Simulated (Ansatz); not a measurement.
Bulk crystal (BN) after relaxation:

```yaml
crystal:
  lattice:
    - [1.25210, 0.72290, 3.48153]
    - [-1.25210, 0.72290, 3.48153]
    - [0.00000, -1.44580, 3.48153]
  atoms:
    - { symbol: B, position: [0.99962, 0.99962, 0.99962] }
    - { symbol: N, position: [0.33281, 0.33281, 0.33281] }
```

Miller indices refer to the conventional cell of R3m (No. 160), a = 2.504 Å, b = 2.504 Å, c = 10.445 Å, α = 90.00°, β = 90.00°, γ = 120.00°. The bulk's gap is 4.20 eV.

The (101) slab of 12 planes, 11.3 Å thick with 15 Å of vacuum as cut; outer planes B (top) and N (bottom).

Theory: DFT PBEsol, scalar-relativistic, plane waves, PAW (Ansatz 0.2.0). Plane waves to 420 eV, a k mesh through Γ of 11×8×1 on the computed 12-atom cell and Gaussian smearing (0.05 eV); no spin polarisation. A dipole correction removes the field between periodic images along c.

This cut of an insulator is polar or leaves open shells, so the slab is metallic here; real surfaces compensate by reconstruction or adsorbates.

With the atoms at the bulk's places:

- Surface energy (mean of both faces): 6.22 J/m²
- Gap of the slab on the mesh: none (metal or semimetal)
- Work function: 5.67 eV (top), 8.35 eV (bottom)
- Dipole of the slab along +c, per cell: 0.13 e·Å

(1) What changes when all atoms relax within this surface cell and its symmetry?

Spin polarisation was left out, and a magnetic state may lie lower.

## Answers

(1) The energy falls by 0.143 J/m² a face, and the largest move is 0.24 Å.

```yaml
Surface_energy_mean_of_both_faces: 6.08 J/m²
Gap_of_the_slab_on_the_mesh: none (metal or semimetal)
Work_function: 5.58 eV (top), 7.78 eV (bottom)
Dipole_of_the_slab_along_+c_per_cell: 0.11 e·Å
```

```csv
plane (bottom to top),atoms,"spacing to next, bulk (Å)",relaxed (Å),change (%)
1,N,0.707,0.585,-17.3
2,B,1.416,1.449,+2.3
3,N,0.707,0.670,-5.3
4,B,1.416,1.425,+0.6
5,N,0.707,0.688,-2.8
6,B,1.416,1.434,+1.3
7,N,0.707,0.693,-2.1
8,B,1.416,1.442,+1.8
9,N,0.707,0.694,-1.9
10,B,1.416,1.462,+3.3
11,N,0.707,0.695,-1.7
12,B,,,
```

The reference crystal is a form of BN, which isn't its usual structure.